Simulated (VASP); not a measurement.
## A VASP 6.6.1 single-point calculation on InSb

INCAR

```
IBRION = -1
LCHARG = .FALSE.
PREC = Accurate
GGA = PE
LASPH = .TRUE.
ISMEAR = 0
ENCUT = 520
ISIF = 2
NELM = 63
NBANDS = 16
LREAL = .FALSE.
NSW = 0
LWAVE = .FALSE.
SIGMA = 0.5
EDIFF = 1E-7
```

KPOINTS

```
KPOINTS created by Atomic Simulation Environment
0
Monkhorst-Pack
6 6 6
0 0 0
```

POSCAR

```
In Sb
 1.0000000000000000
     0.0000000000000000    3.2467178874000000    3.3113180160000000
     3.2467178874000000    0.0000000000000000    3.3113180160000000
     3.2467178874000000    3.2467178874000000    0.0000000000000000
 In  Sb
   1   1
Cartesian
  0.0000000000000000  0.0000000000000000  0.0000000000000000
  1.6233589437000004  1.6233589437000004  1.6556590080000000
```

The recommended PBE PAW datasets give the neutral cell 18 valence electrons.

Command

```
mpirun -np 1 vasp_std
```

OSZICAR

```
N       E                     dE             d eps       ncg     rms          rms(c)
DAV:   1     0.112387654133E+03    0.11239E+03   -0.78934E+03  2016   0.111E+03
DAV:   2     0.586381451185E-01   -0.11233E+03   -0.10854E+03  2264   0.278E+02
DAV:   3    -0.683852026423E+01   -0.68972E+01   -0.68678E+01  2560   0.712E+01
DAV:   4    -0.703040848291E+01   -0.19189E+00   -0.19185E+00  2496   0.137E+01
DAV:   5    -0.704117023475E+01   -0.10762E-01   -0.10762E-01  3096   0.271E+00    0.399E+00
DAV:   6    -0.694783872202E+01    0.93332E-01   -0.15006E-01  2920   0.578E+00    0.231E+00
DAV:   7    -0.693565755629E+01    0.12181E-01   -0.65000E-02  2632   0.234E+00    0.607E-01
DAV:   8    -0.693667823378E+01   -0.10207E-02   -0.73638E-03  2704   0.973E-01    0.235E-01
DAV:   9    -0.693728491056E+01   -0.60668E-03   -0.85316E-04  2432   0.253E-01    0.737E-02
DAV:  10    -0.693734599836E+01   -0.61088E-04   -0.52046E-05  2760   0.480E-02    0.346E-02
DAV:  11    -0.693738927031E+01   -0.43272E-04   -0.75475E-05  2256   0.554E-02    0.220E-02
DAV:  12    -0.693739054463E+01   -0.12743E-05   -0.12744E-06  2720   0.815E-03    0.650E-03
DAV:  13    -0.693739103324E+01   -0.48861E-06   -0.14450E-06  2344   0.757E-03    0.398E-03
DAV:  14    -0.693739082175E+01    0.21149E-06   -0.53278E-08  2256   0.133E-03    0.111E-03
DAV:  15    -0.693739084622E+01   -0.24470E-07   -0.15652E-08  1480   0.997E-04
   1 F= -.69373908E+01 E0= -.69306271E+01  d E =-.135276E-01
```

From OUTCAR

```
k-points           NKPTS =     63   k-points in BZ     NKDIM =     63   number of bands    NBANDS=     16

   NELECT =      18.0000    total number of electrons

   dimension x,y,z NGX =    36 NGY =   36 NGZ =   36
   dimension x,y,z NGXF=    72 NGYF=   72 NGZF=   72

  energy-cutoff  :      520.00
  volume of cell :       69.81
      direct lattice vectors                 reciprocal lattice vectors
     0.000000000  3.246717887  3.311318016    -0.154001677  0.154001677  0.150997276
     3.246717887  0.000000000  3.311318016     0.154001677 -0.154001677  0.150997276
     3.246717887  3.246717887  0.000000000     0.154001677  0.154001677 -0.150997276

 k-points in reciprocal lattice and weights: KPOINTS created by Atomic Simulation Env
   0.08333333  0.08333333  0.08333333       0.009
   0.25000000  0.08333333  0.08333333       0.019
   0.41666667  0.08333333  0.08333333       0.019
  -0.41666667  0.08333333  0.08333333       0.019
  -0.25000000  0.08333333  0.08333333       0.019
  -0.08333333  0.08333333  0.08333333       0.019
   0.25000000  0.25000000  0.08333333       0.009
   0.41666667  0.25000000  0.08333333       0.019
   ...

 E-fermi :   5.1105

 k-point     1 :       0.0833    0.0833    0.0833
  band No.  band energies     occupation
      1      -9.7225      2.00000
      2      -9.7178      2.00000
      3      -9.7160      2.00000
      4      -9.6422      2.00000
      5      -9.6393      2.00000
      6      -5.6639      2.00000
      7       3.5321      1.99999
      8       4.6961      1.75883
      9       4.7673      1.66839
     10       5.4863      0.28780
     11       7.8873      0.00000
     12       7.9151      0.00000
     13       7.9714      0.00000
     14      10.9078      0.00000
     15      12.4292      0.00000
     16      12.6680      0.00000

 k-point     2 :       0.2500    0.0833    0.0833
  band No.  band energies     occupation
      1      -9.7361      2.00000
      2      -9.7128      2.00000
      3      -9.7084      2.00000
      4      -9.6426      2.00000
      5      -9.6395      2.00000
      6      -5.3528      2.00000
      7       1.8722      2.00000
      8       3.8769      1.99952
      9       4.5144      1.90825
     10       6.1189      0.00434
     11       8.1848      0.00000
     12       8.2965      0.00000
     13       9.0824      0.00000
     14      11.5858      0.00000
     15      11.9262      0.00000
     16      12.4557      0.00000

 k-point     3 :       0.4167    0.0833    0.0833
  band No.  band energies     occupation
      1      -9.7553      2.00000
      2      -9.7043      2.00000
      3      -9.7013      2.00000
      4      -9.6421      2.00000
      5      -9.6383      2.00000
      6      -4.7135      2.00000
      7       0.0211      2.00000
      8       3.4068      2.00000
      9       4.0058      1.99822
     10       5.9207      0.02193
     11       8.6443      0.00000
     12       8.6912      0.00000
     13      10.6139      0.00000
     14      11.9389      0.00000
     15      12.2489      0.00000
     16      13.6478      0.00000

 ...

  Total        0.8911381      0.8911381      0.6674035      0.0000000     -0.0000000      0.0000000
  in kB       20.4519904     20.4519904     15.3171897      0.0000000     -0.0000000      0.0000000
  external PRESSURE =      18.7403901 kB  Pullay stress =       0.0000000 kB

 POSITION                                       TOTAL-FORCE (eV/Angst)
 -----------------------------------------------------------------------------------
      0.00000      0.00000      0.00000         0.000000      0.000000      0.000000
      1.62336      1.62336      1.65566        -0.000000     -0.000000      0.000000
 -----------------------------------------------------------------------------------
    total drift:                                0.000000      0.000000     -0.000000

  FREE ENERGIE OF THE ION-ELECTRON SYSTEM (eV)
  ---------------------------------------------------
  free  energy   TOTEN  =        -6.9373908462 eV

  energy  without entropy=       -6.9238632913  energy(sigma->0) =       -6.93062707
```

It converged. Results: gap between bands v and c on the k mesh 0.59 eV; least direct gap on the k mesh 0.72 eV; pressure 1.9 GPa. Band v is the last that the valence electrons fill when counted band by band, and c is the next.

These settings aren't sound, so the numbers aren't properties of the crystal. The shifted mesh misses Γ, so a band edge there is missed.

On sound settings PBE gives a gap of 0.00 eV on its mesh and a pressure of 1.9 GPa for the intended cell.

The run took about 85 s on one core of a shared host (Intel Xeon Platinum 8488C) and held 0.25 GiB at most.
